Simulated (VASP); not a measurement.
Crystal: Pd.

```
Pd
1.0
    -1.57228    1.57228    1.57228
     1.57228   -1.57228    1.57228
     1.57228    1.57228   -1.57228
Pd
1
Direct
  0.00000 0.00000 0.00000
```

This isn't the form of Pd at room conditions, which is fcc.

* Program: VASP 6.6.1
* Task: relaxation of cell and atoms
* Functional: r2SCAN
* Potentials or basis: VASP PAW PBE potentials, release 64 (Pd)
* Cutoff: 600 eV
* k mesh: 10 × 10 × 10
* Occupations: fermi-dirac, width 0.05 eV
* Spin: no spin polarisation

At the start: pressure -4.9 GPa; volume 15.55 Å³/atom.

Where does the relaxation end?

Over 3 steps the energy falls by 7.2 meV/atom and the volume is 15.10 Å³/atom (-2.9 %); space group Im-3m (No. 229, to 0.05 Å).

Step by step:
```csv
step,energy change (eV),largest force (eV/Å),pressure (GPa),volume (Å³)
1,0.0000,0.0000,-4.89,15.55
2,0.0071,0.0000,8.11,14.50
3,-0.0072,0.0000,-0.02,15.10
```

Final structure:
```
Pd
1.0
    -1.55700    1.55700    1.55700
     1.55700   -1.55700    1.55700
     1.55700    1.55700   -1.55700
Pd
1
Direct
  0.00000 0.00000 0.00000
```

Caveat: the PAW data sets were made with another functional, which shifts forces and pressure a little.
